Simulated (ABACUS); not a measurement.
Crystal: Ta.

```xyz
1
Lattice="-1.6513 1.6513 1.6513 1.6513 -1.6513 1.6513 1.6513 1.6513 -1.6513" Properties=species:S:1:pos:R:3 pbc="T T T"
Ta    0.0000    0.0000    0.0000
```

Base run:

- Program: ABACUS 3.10.1
- Functional: PBEsol
- Potentials or basis: PseudoDojo NC SR 0.4.1 PBEsol standard
- Cutoff: 789 eV
- Density cutoff: 3157 eV
- Basis: plane waves
- k mesh: 9 × 9 × 9
- Occupations: fermi-dirac, width 0.05 eV
- Spin: no spin polarisation

Its results: band gap on the k mesh none (metal or under the smearing width); pressure -3.7 GPa.

Problem. After a change of settings the same cell gave: band gap on the k mesh none (metal or under the smearing width); pressure 8.0 GPa. Which change was it?
A. k mesh from 9 × 9 × 9 to 11 × 11 × 11; radial cutoff of the potentials (pseudo_rcut) from 10 bohr to 7 bohr
B. functional from PBEsol to LDA-PW92; potentials or basis from PseudoDojo NC SR 0.4.1 PBEsol standard to GBRV ultrasoft 1.5 LDA; cutoff from 789 eV to 544 eV; density cutoff from 3157 eV to 4354 eV
C. functional from PBEsol to rPW86PBE; potentials or basis from PseudoDojo NC SR 0.4.1 PBEsol standard to GBRV ultrasoft 1.5 PBE; cutoff from 789 eV to 544 eV; density cutoff from 3157 eV to 4354 eV
D. functional from PBEsol to BP86; potentials or basis from PseudoDojo NC SR 0.4.1 PBEsol standard to PseudoDojo NC SR 0.4.1 PBE standard

Solution. C.

Caveats: the potentials were made for another functional, which shifts forces and pressure (some runs).

Not every run made on this cell is shown here.
